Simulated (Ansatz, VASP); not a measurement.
## KBr in VASP and in Ansatz

```
Br K
1.0
     0.00000    3.32185    3.32185
     3.32185    0.00000    3.32185
     3.32185    3.32185    0.00000
Br K
1 1
Direct
  0.50000 0.50000 0.50000
  0.00000 0.00000 0.00000
```

Alike in both runs: task single point; functional BLYP; k mesh 7 × 7 × 7; occupations fermi-dirac, width 0.05 eV; no spin polarisation.

```csv
,VASP,Ansatz
version,VASP 6.6.1,Ansatz 0.2.0
potentials or method,"VASP PAW PBE potentials, release 64 (Br, K_sv)",Ansatz PAW
plane-wave cutoff (eV),520,420
valence electrons in the cell,16,16
```

VASP gave:

```
gap on the k mesh at the Fermi level (eV) : 4.39
least direct gap on the mesh (eV)         : 4.39
pressure (GPa)                            : 1.2
```

Task: Which values does Ansatz return?

Result: gap on the k mesh at the Fermi level (eV): 4.38; least direct gap on the mesh (eV): 4.38; pressure (GPa): 1.1.

Caveats: the PAW data sets were made with another functional, which shifts forces and pressure a little (VASP); an odd mesh through Γ misses points on the zone boundary, where band edges often lie (VASP); odd divisions of the mesh miss points on the zone boundary, where band edges often lie, so the gap on the mesh can be too wide (Ansatz); the PAW data sets come from PBE, with cores solved anew for the run's functional, which leaves a small shift of forces and pressure (Ansatz).
